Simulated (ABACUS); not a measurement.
**CaF2 (Fluorite) under changes of volume**

One of the cells (13.579 Å³/atom); the others are scaled copies at fixed shape and fractional positions:

```xyz
3
Lattice="0.0000 2.7310 2.7310 2.7310 0.0000 2.7310 2.7310 2.7310 0.0000" Properties=species:S:1:pos:R:3 pbc="T T T"
Ca    0.0000    0.0000    0.0000
F     4.0965    4.0965    4.0965
F     1.3655    1.3655    1.3655
```

- Program: ABACUS 3.10.1
- Functional: PBEsol
- Potentials or basis: PseudoDojo NC SR 0.4.1 PBEsol standard
- Cutoff: 1143 eV
- Density cutoff: 4572 eV
- Basis: plane waves
- k mesh: 8 × 8 × 8
- Occupations: fermi-dirac, width 0.05 eV
- Spin: no spin polarisation

| volume (Å³/atom) | energy over the lowest point (meV/atom) | pressure (GPa) | gap on the mesh (eV) |
| --- | --- | --- | --- |
| 12.764 | 4.62 | 3.4 | 7.51 |
| 13.036 | 0.67 | 1.3 | 7.38 |
| 13.308 | 0.00 | -0.5 | 7.26 |
| 13.579 | 2.26 | -2.1 | 7.14 |
| 13.851 | 7.13 | -3.6 | 7.03 |
| 14.122 | ? | ? | ? |
| 14.394 | 23.61 | -6.1 | 6.81 |

Task: What does the run at 14.122 Å³/atom give?

Result: Energy over the lowest point 14.33 meV/atom; pressure -4.9 GPa; gap on the mesh 6.92 eV.

Worked out: A Birch-Murnaghan fit of order 3 (a polynomial in V^(-2/3)) to the other rows has its minimum at 13.23 Å³/atom with B0 = V·E''(V) = 87 GPa and B' = 4.5. It gives 14.32 meV/atom at 14.122 Å³/atom, against the run's 14.33, and -dE/dV = -4.9 GPa, against -4.9. A straight line through the other rows of the gap, of slope -5.81 eV per unit of ln V, gives 6.92 eV, against the run's 6.92.

Energies are extrapolated to zero smearing.

A mesh can miss the band edges.
